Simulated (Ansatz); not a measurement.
**HgSe: single point with Ansatz**

System: HgSe (zinc blende type), 2 atoms in the cell.

Ansatz input (lattice in Å, positions in fractions of it; a bare `kind: paw` takes the build's default datasets)
```yaml
crystal:
  lattice:
    - [0, 3.135, 3.135]
    - [3.135, 0, 3.135]
    - [3.135, 3.135, 0]
  atoms:
    - { symbol: Hg, position: [0, 0, 0] }
    - { symbol: Se, position: [0.25, 0.25, 0.25] }
kpoints:
  mp_grid: { grid: [6, 6, 6] }
hamiltonian:
  xc: r2scan
  pseudopotentials: { kind: paw }
scf:
  occupations: { method: fermi_dirac, width: 0.02 }
  convergence: { dr2_threshold: "1e-10 eV" }
  max_iter: 300
  n_bands: 34
output:
  forces: true
  stress: true
  eigenvalues: true
```

The calculation used r²SCAN, plane waves, PAW datasets (generated soft set 1) (Ansatz 0.2.0 development build).

Results

```
Plane-wave cutoff used : 500 eV
Pressure               : -1.86 GPa
Smearing term TS       : 0.2 meV/atom
Valence electrons      : 36
Irreducible k-points   : 16
CPU time               : roughly 13 core-seconds on a shared host
```

Stress tensor in GPa, compression positive:
```
-1.86  0.00  0.00
 0.00 -1.86  0.00
 0.00  0.00 -1.86
```

The stress includes the program's correction for the finite plane-wave basis.

The k-mesh is modest, so these values aren't fully converged in k.
